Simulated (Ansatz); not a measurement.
# GaAs: what relativity and spin–orbit coupling change

```xyz
2
Lattice="0.0000 2.8268 2.8268 2.8268 0.0000 2.8268 2.8268 2.8268 0.0000" Properties=species:S:1:pos:R:3 pbc="T T T"
Ga    0.0000    0.0000    0.0000
As    4.2403    4.2403    4.2403
```

Atoms are numbered in the order listed.

The conventional cell has a = 5.654 Å, b = 5.654 Å, c = 5.654 Å, α = 90.00°, β = 90.00°, γ = 90.00°. Ga (atom 1) has 4 As at 2.45 Å as nearest neighbours. As (atom 2) is surrounded by 4 Ga at 2.45 Å.

The cell is COD entry 9008845, as deposited and not checked against the literature; nothing was relaxed.

One fixed cell is solved with PBE by PAW with the default files in Ansatz 0.2.0 under different relativistic treatments. Pressure is positive in compression.

Numerical set-up: a Γ-centred 11×11×11 k mesh, Fermi–Dirac smearing of 0.05 eV, cutoff 420 eV, no spin polarisation.

| setting | P (GPa) | gap over the k mesh and a high-symmetry path (eV) | lowest level at Γ above −25 eV, from the valence-band top or, without a gap, the Fermi level (eV) |
| --- | --- | --- | --- |
| scalar-relativistic | 3.29 | ? | -14.78 |
| with spin–orbit coupling | 3.29 | ? | -15.13 |

Task: Fill in "gap over the k mesh and a high-symmetry path (eV)" for the row "scalar-relativistic".

Result: 0.52.

Task: What belongs in the row "with spin–orbit coupling", column "gap over the k mesh and a high-symmetry path (eV)"?

Result: 0.41.
